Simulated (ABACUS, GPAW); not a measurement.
This is a calculation of MoS2 for ABACUS 3.10.1. Measurements of this composition are mostly on another form, of space group No. 194.

INPUT

```
INPUT_PARAMETERS
suffix              MoS2
calculation         scf
basis_type          pw
pseudo_dir          ./
symmetry            1
dft_functional      pbe
ecutwfc             81
pseudo_rcut         10
nspin               1
nbands              17
ks_solver           dav
smearing_method     fd
smearing_sigma      0.00367493
scf_thr             1e-08
scf_nmax            100
mixing_type         broyden
mixing_beta         0.7
cal_force           1
cal_stress          1
kpar                4
```

The input STRU:

```
ATOMIC_SPECIES
Mo 95.9500 Mo.upf
S 32.0600 S.upf

LATTICE_CONSTANT
1.8897261246

LATTICE_VECTORS
1.5800000000 0.9122134253 6.1500000000
-1.5800000000 0.9122134253 6.1500000000
0.0000000000 -1.8244268506 6.1500000000

ATOMIC_POSITIONS
Direct

Mo
0.0
1
0.0000000000 0.0000000000 0.0000000000 1 1 1

S
0.0
2
0.4170000000 0.4170000000 0.4170000000 1 1 1
0.2500000000 0.2500000000 0.2500000000 1 1 1
```

The input KPT:

```
K_POINTS
0
Gamma
10 10 10 0 0 0
```

Potentials or basis: PseudoDojo NC SR 0.4.1 PBE standard, plane waves.

Launch:

```sh
$ OMP_NUM_THREADS=1 mpirun -np 4 abacus > log
```

Set up the same calculation for GPAW 26.7.0 (ASE script). Potentials or basis there: GPAW PAW data sets (gpaw-data 1.2.1), cutoff 600 eV.

As run (cutoffs and basis follow the program's own potentials, and thresholds, step limits or extra output files can differ):

File run.py:

```python
from ase import Atoms
from ase.dft.bandgap import bandgap
from ase.io import write
from ase.units import Bohr, GPa
from gpaw import GPAW, PW
from gpaw.elf import elf_from_dft_calculation

atoms = Atoms(['Mo', 'S', 'S'],
              cell=[[1.58, 0.9122134253, 6.15],
                    [-1.58, 0.9122134253, 6.15],
                    [0.0, -1.8244268506, 6.15]],
              scaled_positions=[[0.0, 0.0, 0.0],
                                [0.417, 0.417, 0.417],
                                [0.25, 0.25, 0.25]],
              pbc=True)

calc = GPAW(mode=PW(600),
            xc='PBE',
            kpts={'size': (10, 10, 10), 'gamma': True},
            occupations={'name': 'fermi-dirac', 'width': 0.05},
            nbands=25,
            convergence={'density': 1e-05, 'energy': 1e-05},
            maxiter=150,
            txt='gpaw.txt')
atoms.calc = calc
energy = atoms.get_potential_energy()
forces = atoms.get_forces()
stress = atoms.get_stress()
calc.write('gs.gpw')
write('result.traj', atoms)
print(f'Energy: {energy:.6f} eV')
print('Forces (eV/A):')
print(forces.round(4))
print('Stress (GPa):', (stress / GPa).round(3))
print('Fermi level:', round(calc.get_fermi_level(), 4), 'eV')
print(f'Gap: {bandgap(calc)[0]:.4f} eV, direct: {bandgap(calc, direct=True)[0]:.4f} eV')

# fields on the real-space grid
write('density.cube', atoms, data=calc.get_pseudo_density() * Bohr**3)
write('potential.cube', atoms, data=calc.get_electrostatic_potential())
write('elf.cube', atoms, data=elf_from_dft_calculation(calc).data)
```

Potentials or basis: GPAW PAW data sets (gpaw-data 1.2.1), pw.

The run is started by

```sh
$ OMP_NUM_THREADS=1 python run.py
```

Both were run:

|  | ABACUS | GPAW |
| --- | --- | --- |
| Pressure | 5.4 GPa | 5.3 GPa |
| Largest force | 0.533 eV/Å | 0.528 eV/Å |

Pressure is positive in compression.
